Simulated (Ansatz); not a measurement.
Wanted: the native input for an Ansatz 0.2.0 run.

```
Task                : single point
Functional          : PBE
Potentials or basis : Ansatz PAW
Cutoff              : 420 eV (not typed: the program's choice for these potentials)
k mesh              : 8 × 8 × 8
Occupations         : gaussian, width 0.012 eV
Spin                : no spin polarisation
```

ZnSe (Stilleite):

```
Se Zn
1.0
     0.00000    2.83380    2.83380
     2.83380    0.00000    2.83380
     2.83380    2.83380    0.00000
Se Zn
1 1
Direct
  0.75000 0.75000 0.75000
  0.00000 0.00000 0.00000
```

These files were run (other wordings do the same):

input.yaml

```yaml
crystal:
  lattice:
    - [0.0, 2.8338, 2.8338]
    - [2.8338, 0.0, 2.8338]
    - [2.8338, 2.8338, 0.0]
  atoms:
    - { symbol: Se, position: [0.75, 0.75, 0.75] }
    - { symbol: Zn, position: [0.0, 0.0, 0.0] }
hamiltonian:
  xc: pbe
  pseudopotentials: { kind: paw }
kpoints:
  mp_grid: { grid: [8, 8, 8] }
scf:
  occupations: { method: gaussian, width: 0.012 }
output:
  forces: true
  stress: true
  eigenvalues: true
  write_density: true
  write_potential: true
  elf: true
  volumetric_format: npy
```

Potentials or basis: Ansatz PAW.

The run is started by

```bash
$ ansatz run input.yaml --threads 2 --pin off --max-ram 5632MiB --backend cpu --events-out ev --progress --plain --runs-dir out
```

It gave:

```json
{
 "Pressure": "2.1 GPa",
 "Band gap on the k mesh": "1.29 eV, direct"
}
```

It took 2.9 s on 2 threads of Intel(R) Xeon(R) Processor @ 2.70GHz, with other jobs on the host, peak memory 0.36 GiB.
